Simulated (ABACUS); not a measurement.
Crystal: LiH.

```
Li H
1.0
     0.00000    2.03675    2.03675
     2.03675    0.00000    2.03675
     2.03675    2.03675    0.00000
Li H
1 1
Direct
  0.00000 0.00000 0.00000
  0.50000 0.50000 0.50000
```

Base run:

```yaml
Program: ABACUS 3.10.1
Functional: PBE
Potentials_or_basis: PseudoDojo NC SR 0.5 PBE stringent
Cutoff: 1320 eV
Density_cutoff: 5279 eV
Basis: plane waves
k_mesh: 9 × 9 × 9
Occupations: fermi-dirac, width 0.05 eV
Spin: no spin polarisation
```

Its results: band gap on the k mesh 3.30 eV, direct; pressure -1.7 GPa.

Problem. After a change of settings the same cell gave: band gap on the k mesh 3.73 eV, direct; pressure -1.1 GPa. Which change was it?
A. cutoff from 1320 eV to 1361 eV; density cutoff from 5279 eV to 5442 eV; basis from plane waves to DZP LCAO (the cutoffs set its grid); k mesh from 9 × 9 × 9 to 10 × 10 × 10
B. potentials or basis from PseudoDojo NC SR 0.5 PBE stringent to PseudoDojo NC SR 0.4.1 PBE standard; cutoff from 1320 eV to 1007 eV; density cutoff from 5279 eV to 4027 eV; k mesh from 9 × 9 × 9 to 11 × 11 × 11
C. functional from PBE to BLYP; potentials or basis from PseudoDojo NC SR 0.5 PBE stringent to SSSP 1.3 efficiency PBE; cutoff from 1320 eV to 748 eV; density cutoff from 5279 eV to 5987 eV

Solution. C.

Caveats: an odd mesh through Γ misses points on the zone boundary, where band edges often lie; the potentials were made for another functional, which shifts forces and pressure (some runs).

Not every run made on this cell is shown here.
